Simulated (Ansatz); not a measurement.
A run of Ansatz 0.2.0:

input.yaml

```yaml
crystal:
  lattice:
    - [2.87226064, -0.03931967, 0.00970614]
    - [-0.03931967, 2.74299216, -0.02407864]
    - [0.00970614, -0.02407864, 2.83153537]
  atoms:
    - { symbol: Co, position: [0.92106806, 0.99486229, 0.90225984], spin: 2.0 }
    - { symbol: Si, position: [0.57893194, 0.50513771, 0.59774016] }
hamiltonian:
  xc: { exchange: pbe, correlation: pbe, exx: { coeff: 0.25, omega: 0.3 } }
  pseudopotentials: { kind: paw }
magnetization:
  spin_polarized: true
kpoints:
  mp_grid: { grid: [5, 5, 5] }
scf:
  occupations: { method: fermi_dirac, width: 0.05 }
output:
  forces: true
  stress: true
  eigenvalues: true
```

Potentials or basis: Ansatz PAW.

Run with:

```sh
$ ansatz run input.yaml --threads 2 --pin off --max-ram 5632MiB --backend cpu --events-out ev --progress --plain --runs-dir out
```

Hardware: 2 threads of Arm Neoverse V2, on a shared host.

Problem. Estimate the wall time of this run.

Solution. Wall time 77 s on 2 threads of Arm Neoverse V2, on a shared host, peak memory 0.9 GiB. Counts: scf iterations 74, plane waves 445, k points 63, bands 16.
